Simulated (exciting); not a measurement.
# HfO2 (Fm-3m) in exciting: equation of state

Aim: energy against volume of HfO2 in PBE, for its equilibrium volume and stiffness.

All numbers are computed with exciting (release sodium); they aren't measurements. Logs are shortened: lines on timing, memory, paths and dates and some standing lists are left out, and cuts for length are marked.

## 1. The crystal as given

The structure is cubic, space group Fm-3m (No. 225). Conventional cell: a = 5.115 Å, b = 5.115 Å, c = 5.115 Å, α = 90.00°, β = 90.00°, γ = 90.00°. Hf (site symmetry m-3m) is surrounded by 8 O at 2.21 Å. O (site symmetry -43m) is surrounded by 4 Hf at 2.21 Å.

Measurements of this composition are mostly on another form, of space group No. 14.

## 2. Equation of state, PBE, 10.48 Å³/atom (volume scaled by 0.94)

input.xml reads:

```xml
<input>
  <title>HfO2</title>
  <structure speciespath="./" tshift="false">
    <crystal scale="1">
      <basevect>0.000000000000 4.734314746330 4.734314746330</basevect>
      <basevect>4.734314746330 0.000000000000 4.734314746330</basevect>
      <basevect>4.734314746330 4.734314746330 0.000000000000</basevect>
    </crystal>
    <species speciesfile="Hf.xml" rmt="2.3">
      <atom coord="0.000000000000 0.000000000000 0.000000000000"/>
    </species>
    <species speciesfile="O.xml" rmt="1.45">
      <atom coord="0.750000000000 0.750000000000 0.750000000000"/>
      <atom coord="0.250000000000 0.250000000000 0.250000000000"/>
    </species>
  </structure>
  <groundstate do="fromscratch" ngridk="9 9 9" rgkmax="7" gmaxvr="14" lmaxapw="10" lmaxmat="10" lmaxvr="8" xctype="GGA_PBE" stype="Fermi Dirac" swidth="0.00183747" nempty="16" ValenceRelativity="iora*" epsengy="1e-06" epspot="1e-06" maxscl="80" outputlevel="normal"/>
</input>
```

Potentials or basis: all-electron LAPW+lo, shipped species files, valence relativity iora*.

Run with:

```bash
$ OMP_NUM_THREADS=1 exciting_smp
```

INFO.OUT:

```text
================================================================================
EXCITING SODIUM started
All units are atomic (Hartree, Bohr, etc.)
================================================================================

********************************************************************************
* Ground-state run starting from atomic densities                              *
********************************************************************************

++++++++++++++++++++++++++++++++++++++++++++++++++++++++++++++++++++++++++++++++
+ Starting initialization                                                      +
++++++++++++++++++++++++++++++++++++++++++++++++++++++++++++++++++++++++++++++++

 Lattice vectors (cartesian) :
      0.0000000000      4.7343147463      4.7343147463
      4.7343147463      0.0000000000      4.7343147463
      4.7343147463      4.7343147463      0.0000000000

 Reciprocal lattice vectors (cartesian) :
     -0.6635791708      0.6635791708      0.6635791708
      0.6635791708     -0.6635791708      0.6635791708
      0.6635791708      0.6635791708     -0.6635791708

 Unit cell volume                           :     212.2273628411
 Brillouin zone volume                      :       1.1687946838

 Species :    1 (Hf)
     parameters loaded from                 :    Hf.xml
     name                                   :    hafnium
     nuclear charge                         :     -72.00000000
     electronic charge                      :      72.00000000
     atomic mass                            :  325367.36570000
     muffin-tin radius                      :       2.30000000
     # of radial points in muffin-tin       :     450

     atomic positions (lattice) :
       1 :   0.00000000  0.00000000  0.00000000

 Species :    2 (O)
     parameters loaded from                 :    O.xml
     name                                   :    oxygen
     nuclear charge                         :      -8.00000000
     electronic charge                      :       8.00000000
     atomic mass                            :   29165.12203000
     muffin-tin radius                      :       1.45000000
     # of radial points in muffin-tin       :     250

     atomic positions (lattice) :
       1 :   0.75000000  0.75000000  0.75000000
       2 :   0.25000000  0.25000000  0.25000000

 Total number of atoms per unit cell        :       3

 Spin treatment                             :    spin-unpolarised

 Number of Bravais lattice symmetries       :      48
 Number of crystal symmetries               :      48

 k-point grid                               :       9    9    9
 Total number of k-points                   :      35
 k-point set is reduced with crystal symmetries

 R^MT_min * |G+k|_max (rgkmax)              :       7.00000000
 Species with R^MT_min                      :       2 (O)
 Maximum |G+k| for APW functions            :       4.82758621
 Maximum |G| for potential and density      :      14.00000000

 G-vector grid sizes                        :      30    30    30
 Total number of G-vectors                  :    9841

 Maximum angular momentum used for
     APW functions                          :      10
     computing H and O matrix elements      :      10
     potential and density                  :       8
     inner part of muffin-tin               :       2

 Total nuclear charge                       :     -88.00000000
 Total electronic charge                    :      88.00000000
 Total core charge                          :      50.00000000
 Total valence charge                       :      38.00000000

 Number of empty states                     :      16
 Total number of valence states             :      36

 Maximum Hamiltonian size                   :     454
 Maximum number of plane-waves              :     419
 Total number of local-orbitals             :      35

 Exchange-correlation type                  :      20
     Perdew-Burke-Ernzerhof, Phys. Rev. Lett. 77, 3865 (1996)
     Generalised gradient approximation (GGA)

 Smearing scheme                            :    Fermi-Dirac
 Smearing width                             :       0.00183747

 Using multisecant Broyden potential mixing

++++++++++++++++++++++++++++++++++++++++++++++++++++++++++++++++++++++++++++++++
+ Ending initialization                                                        +
++++++++++++++++++++++++++++++++++++++++++++++++++++++++++++++++++++++++++++++++

********************************************************************************
* Groundstate module started                                                   *
********************************************************************************
 Output level for this task is set to normal

++++++++++++++++++++++++++++++++++++++++++++++++++++++++++++++++++++++++++++++++
+ Self-consistent loop started                                                 +
[... 33 lines left out ...]
     charge in muffin-tin spheres :
                  atom     1    Hf          :        69.09458512
                  atom     2     O          :         6.77567853
                  atom     3     O          :         6.77567853
     total charge in muffin-tins            :        82.64594218
     total charge                           :        88.00000000

 Estimated fundamental gap                  :         0.14642624
        valence-band maximum at   25      0.5556  0.4444  0.0000
     conduction-band minimum at   24      0.4444  0.4444  0.0000

 RMS change in effective potential (target) :  0.530019E-01  ( 0.100000E-05)
 Absolute change in total energy   (target) :  0.913158      ( 0.100000E-05)
 Charge distance                   (target) :  0.742301E-03  ( 0.100000E-04)

++++++++++++++++++++++++++++++++++++++++++++++++++++++++++++++++++++++++++++++++
[... 7 further cycles ...]
+ SCF iteration number :   18                                                  +
++++++++++++++++++++++++++++++++++++++++++++++++++++++++++++++++++++++++++++++++
 Total energy                               :    -15248.57478933
 _______________________________________________________________
 Fermi energy                               :         0.42453447
 Kinetic energy                             :     17039.48655823
 Coulomb energy                             :    -31960.88494585
 Exchange energy                            :      -322.27645826
 Correlation energy                         :        -4.89994346

 DOS at Fermi energy (states/Ha/cell)       :         0.00000000

 Electron charges :
     core                                   :        50.00000000
     core leakage                           :         0.00001686
     valence                                :        38.00000000
     interstitial                           :         5.35143744
     charge in muffin-tin spheres :
                  atom     1    Hf          :        69.09230286
                  atom     2     O          :         6.77812985
                  atom     3     O          :         6.77812985
     total charge in muffin-tins            :        82.64856256
     total charge                           :        88.00000000
[... 286 lines left out ...]
 Electron charges :
     core                                   :        50.00000000
     core leakage                           :         0.00001686
     valence                                :        38.00000000
     interstitial                           :         5.35144149
     charge in muffin-tin spheres :
                  atom     1    Hf          :        69.09230572
                  atom     2     O          :         6.77812639
                  atom     3     O          :         6.77812639
     total charge in muffin-tins            :        82.64855851
     total charge                           :        88.00000000

 Estimated fundamental gap                  :         0.14684390
        valence-band maximum at   25      0.5556  0.4444  0.0000
     conduction-band minimum at   24      0.4444  0.4444  0.0000

 RMS change in effective potential (target) :  0.364447E-08  ( 0.100000E-05)
 Absolute change in total energy   (target) :  0.398048E-06  ( 0.100000E-05)
 Charge distance                   (target) :  0.271364E-09  ( 0.100000E-04)

++++++++++++++++++++++++++++++++++++++++++++++++++++++++++++++++++++++++++++++++
| Convergency criteria checked for the last 2 iterations                       +
| Convergence targets achieved. Performing final SCF iteration                 +
++++++++++++++++++++++++++++++++++++++++++++++++++++++++++++++++++++++++++++++++
 Total energy                               :    -15248.57458127
 _______________________________________________________________
 Fermi energy                               :         0.42453486
 Kinetic energy                             :     17039.48667029
 Coulomb energy                             :    -31960.88485858
 Exchange energy                            :      -322.27644944
 Correlation energy                         :        -4.89994354

 DOS at Fermi energy (states/Ha/cell)       :         0.00000000

 Electron charges :
     core                                   :        50.00000000
     core leakage                           :         0.00001686
     valence                                :        38.00000000
     interstitial                           :         5.35144149
     charge in muffin-tin spheres :
                  atom     1    Hf          :        69.09230572
                  atom     2     O          :         6.77812639
                  atom     3     O          :         6.77812639
     total charge in muffin-tins            :        82.64855851
     total charge                           :        88.00000000

 Estimated fundamental gap                  :         0.14684390
        valence-band maximum at   25      0.5556  0.4444  0.0000
     conduction-band minimum at   24      0.4444  0.4444  0.0000

++++++++++++++++++++++++++++++++++++++++++++++++++++++++++++++++++++++++++++++++
+ Self-consistent loop stopped                                                 +
++++++++++++++++++++++++++++++++++++++++++++++++++++++++++++++++++++++++++++++++
 STATE.OUT is written

********************************************************************************
* Groundstate module stopped                                                   *
********************************************************************************

--------------------------------------------------------------------------------
- CAUTION! Warnings have been written in file WARNING.OUT !                    -
--------------------------------------------------------------------------------
================================================================================
| EXCITING SODIUM stopped                                                      =
================================================================================
```

Run time: 5 min. Hardware: 1 thread of Arm Neoverse V2, shared host; peak memory 0.15 GiB.

What came out:

```yaml
Free_energy: -414934.8526 eV
Band_gap_on_the_k_mesh: 4.00 eV, indirect (least direct gap 4.12 eV)
All_electrons_inside_the_program's_atomic_spheres: Hf 69.09; O 6.78 (radii Hf 2.3, O 1.45 bohr)
```

Caveat: spin-orbit coupling is left out, which moves the levels of the heavy elements; an odd mesh through Γ misses points on the zone boundary, where band edges often lie.

## 3. Equation of state, PBE, 10.71 Å³/atom (volume scaled by 0.96)

Changes to input.xml since step 2:

```diff
@@ -4,5 +4,5 @@
     <crystal scale="1">
-      <basevect>0.000000000000 4.734314746330 4.734314746330</basevect>
-      <basevect>4.734314746330 0.000000000000 4.734314746330</basevect>
-      <basevect>4.734314746330 4.734314746330 0.000000000000</basevect>
+      <basevect>0.000000000000 4.767656089526 4.767656089526</basevect>
+      <basevect>4.767656089526 0.000000000000 4.767656089526</basevect>
+      <basevect>4.767656089526 4.767656089526 0.000000000000</basevect>
     </crystal>
```

Potentials or basis: all-electron LAPW+lo, shipped species files, valence relativity iora*.

Run with:

```bash
$ OMP_NUM_THREADS=1 exciting_smp
```

Wall time 4.8 min (1 thread of Arm Neoverse V2, shared host); peak memory 0.15 GiB.

Results (log left out):

```yaml
Free_energy: -414934.8988 eV
Band_gap_on_the_k_mesh: 3.94 eV, indirect (least direct gap 4.06 eV)
All_electrons_inside_the_program's_atomic_spheres: Hf 69.06; O 6.77 (radii Hf 2.3, O 1.45 bohr)
```

Caveat: spin-orbit coupling is left out, which moves the levels of the heavy elements; an odd mesh through Γ misses points on the zone boundary, where band edges often lie.

## 4. Equation of state, PBE, 10.93 Å³/atom (volume scaled by 0.98)

Changes to input.xml since step 3:

```diff
@@ -4,5 +4,5 @@
     <crystal scale="1">
-      <basevect>0.000000000000 4.767656089526 4.767656089526</basevect>
-      <basevect>4.767656089526 0.000000000000 4.767656089526</basevect>
-      <basevect>4.767656089526 4.767656089526 0.000000000000</basevect>
+      <basevect>0.000000000000 4.800537515524 4.800537515524</basevect>
+      <basevect>4.800537515524 0.000000000000 4.800537515524</basevect>
+      <basevect>4.800537515524 4.800537515524 0.000000000000</basevect>
     </crystal>
```

Run with:

```bash
$ OMP_NUM_THREADS=1 exciting_smp
```

Run time: 5.5 min. Hardware: 1 thread of Arm Neoverse V2, shared host; peak memory 0.16 GiB.

The run converged. Its results:

```
Free energy                                       : -414934.9197 eV
Band gap on the k mesh                            : 3.89 eV, indirect (least direct gap 4.00 eV)
All electrons inside the program's atomic spheres : Hf 69.02; O 6.75 (radii Hf 2.3, O 1.45 bohr)
```

Caveat: spin-orbit coupling is left out, which moves the levels of the heavy elements; an odd mesh through Γ misses points on the zone boundary, where band edges often lie.

## 5. Equation of state, PBE, 11.15 Å³/atom

Changes to input.xml since step 4:

```diff
@@ -4,5 +4,5 @@
     <crystal scale="1">
-      <basevect>0.000000000000 4.800537515524 4.800537515524</basevect>
-      <basevect>4.800537515524 0.000000000000 4.800537515524</basevect>
-      <basevect>4.800537515524 4.800537515524 0.000000000000</basevect>
+      <basevect>0.000000000000 4.832974563730 4.832974563730</basevect>
+      <basevect>4.832974563730 0.000000000000 4.832974563730</basevect>
+      <basevect>4.832974563730 4.832974563730 0.000000000000</basevect>
     </crystal>
```

Run with:

```bash
$ OMP_NUM_THREADS=1 exciting_smp
```

It took 4.5 min on 1 thread of Arm Neoverse V2, shared host; peak memory 0.16 GiB.

It converged, with:

* Free energy: -414934.9193 eV
* Band gap on the k mesh: 3.83 eV, indirect (least direct gap 3.95 eV)
* All electrons inside the program's atomic spheres: Hf 68.99; O 6.74 (radii Hf 2.3, O 1.45 bohr)

Caveat: spin-orbit coupling is left out, which moves the levels of the heavy elements; an odd mesh through Γ misses points on the zone boundary, where band edges often lie.

## 6. Equation of state, PBE, 11.38 Å³/atom (volume scaled by 1.02)

Changes to input.xml since step 5:

```diff
@@ -4,5 +4,5 @@
     <crystal scale="1">
-      <basevect>0.000000000000 4.832974563730 4.832974563730</basevect>
-      <basevect>4.832974563730 0.000000000000 4.832974563730</basevect>
-      <basevect>4.832974563730 4.832974563730 0.000000000000</basevect>
+      <basevect>0.000000000000 4.864981950577 4.864981950577</basevect>
+      <basevect>4.864981950577 0.000000000000 4.864981950577</basevect>
+      <basevect>4.864981950577 4.864981950577 0.000000000000</basevect>
     </crystal>
```

Potentials or basis: all-electron LAPW+lo, shipped species files, valence relativity iora*.

Run with:

```bash
$ OMP_NUM_THREADS=1 exciting_smp
```

It took 6.1 min on 1 thread of Arm Neoverse V2, shared host; peak memory 0.16 GiB.

Results (log left out):

* Free energy: -414934.8999 eV
* Band gap on the k mesh: 3.78 eV, indirect (least direct gap 3.89 eV)
* All electrons inside the program's atomic spheres: Hf 68.96; O 6.73 (radii Hf 2.3, O 1.45 bohr)

Caveat: spin-orbit coupling is left out, which moves the levels of the heavy elements; an odd mesh through Γ misses points on the zone boundary, where band edges often lie.

## 7. Equation of state, PBE, 11.60 Å³/atom (volume scaled by 1.04)

Changes to input.xml since step 6:

```diff
@@ -4,5 +4,5 @@
     <crystal scale="1">
-      <basevect>0.000000000000 4.864981950577 4.864981950577</basevect>
-      <basevect>4.864981950577 0.000000000000 4.864981950577</basevect>
-      <basevect>4.864981950577 4.864981950577 0.000000000000</basevect>
+      <basevect>0.000000000000 4.896573627724 4.896573627724</basevect>
+      <basevect>4.896573627724 0.000000000000 4.896573627724</basevect>
+      <basevect>4.896573627724 4.896573627724 0.000000000000</basevect>
     </crystal>
```

Run with:

```bash
$ OMP_NUM_THREADS=1 exciting_smp
```

Wall time 6.8 min (1 thread of Arm Neoverse V2, shared host); peak memory 0.16 GiB.

Results (log left out):

```
Free energy                                       : -414934.8617 eV
Band gap on the k mesh                            : 3.73 eV, indirect (least direct gap 3.84 eV)
All electrons inside the program's atomic spheres : Hf 68.94; O 6.72 (radii Hf 2.3, O 1.45 bohr)
```

Caveat: spin-orbit coupling is left out, which moves the levels of the heavy elements; an odd mesh through Γ misses points on the zone boundary, where band edges often lie.

## 8. Equation of state, PBE, 11.82 Å³/atom (volume scaled by 1.06)

Changes to input.xml since step 7:

```diff
@@ -4,5 +4,5 @@
     <crystal scale="1">
-      <basevect>0.000000000000 4.896573627724 4.896573627724</basevect>
-      <basevect>4.896573627724 0.000000000000 4.896573627724</basevect>
-      <basevect>4.896573627724 4.896573627724 0.000000000000</basevect>
+      <basevect>0.000000000000 4.927762835535 4.927762835535</basevect>
+      <basevect>4.927762835535 0.000000000000 4.927762835535</basevect>
+      <basevect>4.927762835535 4.927762835535 0.000000000000</basevect>
     </crystal>
```

Run with:

```bash
$ OMP_NUM_THREADS=1 exciting_smp
```

Wall time 5 min (1 thread of Arm Neoverse V2, shared host); peak memory 0.16 GiB.

Results (log left out):

* Free energy: -414934.8083 eV
* Band gap on the k mesh: 3.67 eV, indirect (least direct gap 3.78 eV)
* All electrons inside the program's atomic spheres: Hf 68.91; O 6.71 (radii Hf 2.3, O 1.45 bohr)

Caveat: spin-orbit coupling is left out, which moves the levels of the heavy elements; an odd mesh through Γ misses points on the zone boundary, where band edges often lie.

## 9. Equation of state, PBE

Potentials or basis: all-electron LAPW+lo, shipped species files, valence relativity iora*.

This step only gathers the single runs of the series.

Results:

- Equilibrium volume: 11.04 Å³/atom
- Bulk modulus: 246 GPa
- Pressure derivative of the bulk modulus: 4.3 (rough: it moves with the points fitted)

Energy against volume, from the lowest point:
```
volume (Å³/atom)  energy (meV/atom)
          10.483              22.35
          10.706               6.97
          10.929               0.00
          11.152               0.11
          11.375               6.61
          11.598              19.33
          11.821              37.11
```

Spin-orbit coupling is left out, which matters for the levels of Hf.
